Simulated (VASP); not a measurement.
Here is a VASP 6.6.1 calculation.

File INCAR:

```
ALGO = Normal
EDIFF = 1E-6
ENCUT = 520
GGA = PE
GGA_COMPAT = False
ISIF = 2
ISMEAR = -1
LASPH = True
LCHARG = False
LORBIT = 11
LREAL = False
LSORBIT = True
LWAVE = False
MAGMOM = 0 0 0 0 0 0
NBANDS = 32
NELM = 80
PREC = Accurate
SIGMA = 0.05
```

The input KPOINTS:

```
k-points
0
Gamma
  6 6 6
```

Contents of POSCAR:

```
PbSe
1.0
    0.0000000000      3.0606500000      3.0606500000
    3.0606500000      0.0000000000      3.0606500000
    3.0606500000      3.0606500000      0.0000000000
Pb Se
1 1
Direct
    0.0000000000      0.0000000000      0.0000000000
    0.5000000000      0.5000000000      0.5000000000
```

Contents of KPOINTS_OPT:

```
path GXWKGLUWLK,UX
20
line-mode
reciprocal
 0.0000000000  0.0000000000  0.0000000000  G
 0.5000000000  0.0000000000  0.5000000000  X

 0.5000000000  0.0000000000  0.5000000000  X
 0.5000000000  0.2500000000  0.7500000000  W

 0.5000000000  0.2500000000  0.7500000000  W
 0.3750000000  0.3750000000  0.7500000000  K

 0.3750000000  0.3750000000  0.7500000000  K
 0.0000000000  0.0000000000  0.0000000000  G

 0.0000000000  0.0000000000  0.0000000000  G
 0.5000000000  0.5000000000  0.5000000000  L

 0.5000000000  0.5000000000  0.5000000000  L
 0.6250000000  0.2500000000  0.6250000000  U

 0.6250000000  0.2500000000  0.6250000000  U
 0.5000000000  0.2500000000  0.7500000000  W

 0.5000000000  0.2500000000  0.7500000000  W
 0.5000000000  0.5000000000  0.5000000000  L

 0.5000000000  0.5000000000  0.5000000000  L
 0.3750000000  0.3750000000  0.7500000000  K

 0.6250000000  0.2500000000  0.6250000000  U
 0.5000000000  0.0000000000  0.5000000000  X
```

Potentials or basis: VASP PAW PBE potentials, release 64 (Pb_d, Se).

Command:

```bash
$ cat potpaw_PBE.64/Pb_d/POTCAR potpaw_PBE.64/Se/POTCAR > POTCAR
$ mpirun -np 1 vasp_ncl > vasp.out
```

(1) Estimate the pressure.

Results:

(1) 2.0 GPa.
